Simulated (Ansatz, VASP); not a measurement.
Two plane-wave programs on In

File INCAR:

```
PREC     = Accurate       # precision mode
ENCUT    = 520            # plane-wave cutoff, eV
EDIFF    = 1E-6           # SCF threshold, eV
ISMEAR   = 0              # smearing method
SIGMA    = 0.15           # smearing width, eV
LREAL    = False          # projectors in reciprocal space
LASPH    = True           # aspherical terms in the spheres
NELM     = 60             # most SCF steps
ALGO     = Fast           # electronic algorithm
ISIF     = 2              # what is computed and relaxed
LWAVE    = False          # write WAVECAR
LCHARG   = False          # write CHGCAR
GGA      = CA             # functional
NBANDS   = 12             # bands
```

Contents of KPOINTS:

```
regular mesh
0
Gamma
  18 18 18
```

The input POSCAR:

```
In
1.0
   -1.8825252400      1.8448747352      1.8825252400
    1.8825252400     -1.8448747352      1.8825252400
    1.8825252400      1.8448747352     -1.8825252400
In
1
Direct
    0.0000000000      0.0000000000      0.0000000000
```

Input for Ansatz:

```yaml
crystal:
  lattice:
    - [-1.88252524, 1.8448747352, 1.88252524]
    - [1.88252524, -1.8448747352, 1.88252524]
    - [1.88252524, 1.8448747352, -1.88252524]
  atoms:
    - { symbol: In, position: [0.0, 0.0, 0.0] }
basis:
  ecutwfc: 420
kpoints:
  mp_grid: { grid: [18, 18, 18] }
hamiltonian:
  xc: lda
scf:
  occupations: { method: gaussian, width: 0.15 }
output:
  forces: true
  stress: true
  eigenvalues: true
```

Change from the starting cell: strain -0.0200 x Voigt [0, 1, 0, 0, 0, 0], atoms carried along.

Alike in both runs: task single point; functional LDA; k mesh 18 × 18 × 18; occupations gaussian, width 0.15 eV; no spin polarisation.

|  | VASP | Ansatz |
| --- | --- | --- |
| version | VASP 6.6.1 | Ansatz 0.2.0 |
| potentials or method | VASP PAW LDA potentials, release 64 (In_d) | scalar-relativistic, plane waves, PAW |
| plane-wave cutoff (eV) | 520 | 420 |
| valence electrons in the cell | 13 | 13 |

```tsv
	VASP	Ansatz	Ansatz less VASP
gap on the k mesh at the Fermi level (eV)	none	none	-
pressure (GPa)	-2.2	-2.2	-0.02
largest component of the traceless stress (GPa)	0.06	0.07	+0.005
```

A gap of «none» marks a metal or a gap that the smearing closes.
